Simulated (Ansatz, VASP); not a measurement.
## One calculation of InGa2P3, two programs

```xyz
6
Lattice="3.7114 0.0000 0.0000 -1.8557 3.2141 0.0000 0.0000 0.0000 9.2778" Properties=species:S:1:pos:R:3 pbc="T T T"
In    0.0000    0.0000    0.0000
Ga    0.0000    2.1428    6.1312
Ga    1.8557    1.0714    3.1466
P     0.0000    0.0000    4.6389
P     0.0000    2.1428    1.7324
P     1.8557    1.0714    7.5454
```

Alike in both runs: functional PBE; k mesh 6 × 6 × 2; occupations gaussian, width 0.1 eV; no spin polarisation.

Ansatz relaxed the structure, and its values are those at the end. VASP's run is a single point on that final structure, the one shown.

```csv
,VASP,Ansatz
version,VASP 6.6.1,Ansatz 0.2.0
potentials or method,"VASP PAW PBE potentials, release 64 (In_d, Ga_d, P)","scalar-relativistic, plane waves, PAW"
plane-wave cutoff (eV),520,420
valence electrons in the cell,54,54
```

Ansatz gave:

| Item | Value |
| --- | --- |
| gap on the k mesh at the Fermi level (eV) | none |
| pressure (GPa) | 0.0 |

Task: Which values does VASP return?

Result: gap on the k mesh at the Fermi level (eV): none; pressure (GPa): 0.1.

A gap of «none» marks a metal or a gap that the smearing closes. With one functional, cell and mesh, what is left measures potentials, basis and numerics.
